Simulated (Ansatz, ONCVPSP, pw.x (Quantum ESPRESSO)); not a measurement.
## pw.x on diamond Si: one setting changed

Potential: optimised norm-conserving Vanderbilt (ONCV), ONCVPSP 4.0.1.1 (patched build), PBEsol; core [Ne], reference 3s2 3p2; waves: 3s: rc 1.55 bohr, ncon 4, nbas 8, qcut 5 1/bohr, 1 projector; 3p: rc 2.15 bohr, ncon 5, nbas 10, qcut 3.5 1/bohr, 3 projectors, debl 3.3 Ha; d scattering state at 0.14 Ha: rc 1.90 bohr, ncon 5, nbas 9, qcut 6.3 1/bohr, 2 projectors, debl 4 Ha; local part: polynomial inside 1.10 bohr (lpopt 5, dvloc0 6 Ha); core correction: none.

The reference run (k-mesh 9³, cutoffs 35/140 Ry, Fermi–Dirac 0.01 Ry, mixing_beta 0.4, conv_thr 1e-9, no spin) gives -0.07 GPa at 20.005 Å³/atom, where all-electron LAPW gives 0.14 GPa. This run, with its own iteration cap, changes degauss to 0.02.

```
&control
  calculation='scf', prefix='x', pseudo_dir='./', outdir='./tmp', tstress=.true., disk_io='none'
/
&system
  ibrav=0, nat=2, ntyp=1, ecutwfc=35, ecutrho=140, nbnd=11,
  occupations='smearing', smearing='fd', degauss=0.02
/
&electrons
  conv_thr=1e-09, mixing_beta=0.4, electron_maxstep=70
/
ATOMIC_SPECIES
Si 1.0 Si.UPF
CELL_PARAMETERS angstrom
  0.00000000 2.71464380 2.71464380
  2.71464380 0.00000000 2.71464380
  2.71464380 2.71464380 0.00000000
ATOMIC_POSITIONS crystal
Si 0.0000 0.0000 0.0000
Si 0.2500 0.2500 0.2500
K_POINTS automatic
9 9 9 0 0 0
```

```bash
pw.x < Si.scf.in > Si.scf.out
```

**Question.** How does the run end?

**Answer.** It converges in 7 iterations; the free energy moves by -6.8 meV/atom and the pressure by -0.07 GPa. In a metal, with Fermi–Dirac smearing, F lies below its zero-width value by a term in the square of the width.

```
Message from routine setup:
     using ibrav=0 with symmetry is DISCOURAGED, use correct ibrav instead
     lattice parameter (alat)  =       7.2548  a.u.
     unit-cell volume          =     270.0009 (a.u.)^3
     number of electrons       =         8.00
     number of Kohn-Sham states=           11
     kinetic-energy cutoff     =      35.0000  Ry
     charge density cutoff     =     140.0000  Ry
     scf convergence threshold =      1.0E-09
     Exchange-correlation= PBESOL
     number of k points=    35  Fermi-Dirac smearing, width (Ry)=  0.0200
     iteration #  1     ecut=    35.00 Ry     beta= 0.40
     total energy              =     -15.78436045 Ry
     estimated scf accuracy    <       0.05507944 Ry
     iteration #  2     ecut=    35.00 Ry     beta= 0.40
     total energy              =     -15.78147758 Ry
     estimated scf accuracy    <       0.01423038 Ry
     iteration #  3     ecut=    35.00 Ry     beta= 0.40
     total energy              =     -15.78230784 Ry
     estimated scf accuracy    <       0.00025644 Ry
     iteration #  4     ecut=    35.00 Ry     beta= 0.40
     c_bands:  1 eigenvalues not converged
     total energy              =     -15.78232513 Ry
     estimated scf accuracy    <       0.00000038 Ry
     iteration #  5     ecut=    35.00 Ry     beta= 0.40
     total energy              =     -15.78232581 Ry
     estimated scf accuracy    <       0.00000005 Ry
     iteration #  6     ecut=    35.00 Ry     beta= 0.40
     total energy              =     -15.78232581 Ry
     estimated scf accuracy    <       0.00000001 Ry
     iteration #  7     ecut=    35.00 Ry     beta= 0.40
     the Fermi energy is     6.3763 ev
!    total energy              =     -15.78232582 Ry
     estimated scf accuracy    <          1.4E-10 Ry
     smearing contrib. (-TS)   =      -0.00369102 Ry
     The total energy is F=E-TS. E is the sum of the following terms:
     one-electron contribution =       4.72791445 Ry
     hartree contribution      =       1.07022372 Ry
     xc contribution           =      -4.77562495 Ry
     ewald contribution        =     -16.80114802 Ry
     convergence has been achieved in   7 iterations
          total   stress  (Ry/bohr**3)                   (kbar)     P=       -1.40
     Message from routine punch:
     Nothing written, as per user request (disk_io='none')
```

The run took about 4.2 s on one core of a shared host (Neoverse-V2, 96 threads, 742 GiB, load 84).
